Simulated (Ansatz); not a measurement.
Working through a calculation of the elastic constants of TiPbO3, space group Pm-3m

Program: the Python package of Ansatz (0.2.0).

Interactive session:
```pycon
>>> from dataclasses import dataclass
>>> import warnings
>>> import ansatz as az
>>> import numpy as np
>>> @dataclass
... class RunConfig:
...     smearing: str = "fixed"
...     kmesh: tuple[int, ...] = (6, 6, 6)
...
>>> opts = RunConfig()
>>> warnings.simplefilter("ignore", az.DeckWarning)
>>> structure = (
...     az.Lattice.of((3.9639, 0.0, 0.0), (0.0, 3.9639, 0.0), (0.0, 0.0, 3.9639))
...     .atom("Ti", (0.5, 0.5, 0.5))
...     .atom("Pb", (0.0, 0.0, 0.0))
...     .atom("O", (0.0, 0.5, 0.5))
...     .atom("O", (0.5, 0.0, 0.5))
...     .atom("O", (0.5, 0.5, 0.0))
... )
>>> structure.resolved().sites[-1]
Site(symbol='O', position=(0.5, 0.5, 0.0), moment=None, axis=None, held=None, saved=None)
>>> job = structure.calculation()
>>> job = job.functional(az.Functional.PBE)
>>> job = job.occupations(opts.smearing)
>>> job = job.kpoints(*opts.kmesh)
>>> result = job.elastic("clamped_ion").run(threads=1, pin="off")
>>> elastic = result.elastic
>>> print(np.array2string(np.round(elastic.c_gpa, 1) + 0.0, suppress_small=True))
[[284.9 119.8 119.8   0.    0.    0. ]
 [119.8 284.9 119.8   0.    0.    0. ]
 [119.8 119.8 284.9   0.    0.    0. ]
 [  0.    0.    0.   98.3   0.    0. ]
 [  0.    0.    0.    0.   98.3   0. ]
 [  0.    0.    0.    0.    0.   98.3]]
>>> print("Voigt stress of the unstrained cell (GPa, tension positive):", np.round(elastic.sigma0_gpa, 3) + 0.0)
Voigt stress of the unstrained cell (GPa, tension positive): [-0.346 -0.346 -0.346  0.     0.     0.   ]
>>> print("smallest eigenvalue of C:", round(elastic.stability.min_eigenvalue_gpa, 1), "GPa; stable:", elastic.stability.stable)
smallest eigenvalue of C: 98.3 GPa; stable: True
>>> # averaged moduli need a positive definite tensor
>>> if elastic.stability.min_eigenvalue_gpa > 0:
...     for name, value in elastic.moduli.to_plain().items():
...         print(f"{name:14s} {value:9.3f}")
...
k_voigt_gpa      174.832
k_reuss_gpa      174.832
k_hill_gpa       174.832
g_voigt_gpa       92.029
g_reuss_gpa       91.356
g_hill_gpa        91.693
youngs_gpa       234.144
poisson            0.277
```

Spin is left out of this run. A positive definite tensor excludes instabilities under uniform strain alone; phonons elsewhere in the zone can still be imaginary. Of the deposited cell: it was measured well above room temperature. Spin-orbit coupling, which matters for elements this heavy, is left out. These are clamped-ion constants: where atoms have free coordinates under strain, the relaxed-ion ones can be far smaller or negative, so this tensor doesn't settle whether the crystal is stable. The starting cell is as deposited in a crystallographic database; the results hold for this polymorph, which needn't be the stable one. The constants belong to the cell that was strained; where it wasn't relaxed first it may be under stress. It ran for 43 s on 1 thread of Arm Neoverse V1, with other jobs on the host, peak memory 0.46 GiB.

(A comment or docstring line of the script was reworded after the run, the code is as it ran.)
